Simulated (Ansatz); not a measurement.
**Sc: equation of state**

How stiff is Sc, and at what volume does the pressure vanish? The cell is scaled evenly, atoms carried along, and solved with LAPW, PAW and all-electron datasets made for the crystal.

This is Sc in the fcc structure; at room conditions it is hcp.

Computed with Ansatz 0.2.0 (DFT LDA, scalar-relativistic, unless a step's input says otherwise).

**1. The starting structure**

It takes space group Fm-3m (No. 225, cubic). The conventional cell has a = 4.654 Å, b = 4.654 Å, c = 4.654 Å, α = 90.00°, β = 90.00°, γ = 90.00°. Around Sc (site symmetry m-3m) lie 12 Sc at 3.29 Å.

Coordinates:

```
Sc
1.0
     0.00000    2.32685    2.32685
     2.32685    0.00000    2.32685
     2.32685    2.32685    0.00000
Sc
1
Direct
  0.00000 0.00000 0.00000
```

The cell is one relaxed in the Materials Project, used as it stands.

**2. Volume × 0.9405, LAPW**

Contents of input.yaml:

```yaml
crystal:
  lattice:
    - [0.0, 2.279750287, 2.279750287]
    - [2.279750287, 0.0, 2.279750287]
    - [2.279750287, 2.279750287, 0.0]
  atoms:
    - { symbol: Sc, position: [0.0, 0.0, 0.0] }
kpoints:
  mp_grid: { grid: [13, 13, 13] }
scf:
  occupations: { method: fermi_dirac, width: 0.08 }
hamiltonian:
  xc: lda
  pseudopotentials: { kind: all_electron, lapw: { basis_error: 0.00025 } }
output:
  forces: true
  stress: true
  eigenvalues: true
```

**3. Volume × 0.9405, PAW**

Changes to input.yaml since step 2:

```diff
@@ -13,3 +13,3 @@
   xc: lda
-  pseudopotentials: { kind: all_electron, lapw: { basis_error: 0.00025 } }
+  pseudopotentials: { kind: paw }
 output:
@@ -18 +18,2 @@
   eigenvalues: true
+  efg: { contact_densities: true }
```

**4. Volume × 0.9405, crystal datasets**

Changes to input.yaml since step 3:

```diff
@@ -13,3 +13,3 @@
   xc: lda
-  pseudopotentials: { kind: paw }
+  pseudopotentials: { kind: all_electron, datasets: crystal }
 output:
```

**5. Volume × 0.98, LAPW**

Contents of input.yaml:

```yaml
crystal:
  lattice:
    - [0.0, 2.3112293167, 2.3112293167]
    - [2.3112293167, 0.0, 2.3112293167]
    - [2.3112293167, 2.3112293167, 0.0]
  atoms:
    - { symbol: Sc, position: [0.0, 0.0, 0.0] }
kpoints:
  mp_grid: { grid: [13, 13, 13] }
scf:
  occupations: { method: fermi_dirac, width: 0.08 }
hamiltonian:
  xc: lda
  pseudopotentials: { kind: all_electron, lapw: { basis_error: 0.00025 } }
output:
  forces: true
  stress: true
  eigenvalues: true
```

**6. Volume × 0.98, PAW**

Changes to input.yaml since step 5:

```diff
@@ -13,3 +13,3 @@
   xc: lda
-  pseudopotentials: { kind: all_electron, lapw: { basis_error: 0.00025 } }
+  pseudopotentials: { kind: paw }
 output:
@@ -18 +18,2 @@
   eigenvalues: true
+  efg: { contact_densities: true }
```

**7. Volume × 1.02, LAPW**

Contents of input.yaml:

```yaml
crystal:
  lattice:
    - [0.0, 2.3422562313, 2.3422562313]
    - [2.3422562313, 0.0, 2.3422562313]
    - [2.3422562313, 2.3422562313, 0.0]
  atoms:
    - { symbol: Sc, position: [0.0, 0.0, 0.0] }
kpoints:
  mp_grid: { grid: [13, 13, 13] }
scf:
  occupations: { method: fermi_dirac, width: 0.08 }
hamiltonian:
  xc: lda
  pseudopotentials: { kind: all_electron, lapw: { basis_error: 0.00025 } }
output:
  forces: true
  stress: true
  eigenvalues: true
```

**8. Volume × 1.02, PAW**

Changes to input.yaml since step 7:

```diff
@@ -13,3 +13,3 @@
   xc: lda
-  pseudopotentials: { kind: all_electron, lapw: { basis_error: 0.00025 } }
+  pseudopotentials: { kind: paw }
 output:
@@ -18 +18,2 @@
   eigenvalues: true
+  efg: { contact_densities: true }
```

**9. Volume × 1.06, LAPW**

Contents of input.yaml:

```yaml
crystal:
  lattice:
    - [0.0, 2.3724822261, 2.3724822261]
    - [2.3724822261, 0.0, 2.3724822261]
    - [2.3724822261, 2.3724822261, 0.0]
  atoms:
    - { symbol: Sc, position: [0.0, 0.0, 0.0] }
kpoints:
  mp_grid: { grid: [13, 13, 13] }
scf:
  occupations: { method: fermi_dirac, width: 0.08 }
hamiltonian:
  xc: lda
  pseudopotentials: { kind: all_electron, lapw: { basis_error: 0.00025 } }
output:
  forces: true
  stress: true
  eigenvalues: true
```

**10. Volume × 1.06, PAW**

Changes to input.yaml since step 9:

```diff
@@ -13,3 +13,3 @@
   xc: lda
-  pseudopotentials: { kind: all_electron, lapw: { basis_error: 0.00025 } }
+  pseudopotentials: { kind: paw }
 output:
@@ -18 +18,2 @@
   eigenvalues: true
+  efg: { contact_densities: true }
```

**11. Volume × 1.06, crystal datasets**

Changes to input.yaml since step 10:

```diff
@@ -13,3 +13,3 @@
   xc: lda
-  pseudopotentials: { kind: paw }
+  pseudopotentials: { kind: all_electron, datasets: crystal }
 output:
```

(Steps that only read results are left out.)

Before running it: what results should come out?

**Answer**, as computed:

| quantity | value |
| --- | --- |
| pressure at 23.70 Å³/atom (LAPW) | -2.93 GPa |
| pressure at 26.71 Å³/atom (LAPW) | -7.61 GPa |

**Reading.** Over this range the mean stiffness −dP/dlnV is 39 GPa by LAPW; the pressure keeps one sign, so equilibrium lies outside the range. No thermal or zero-point expansion is included.
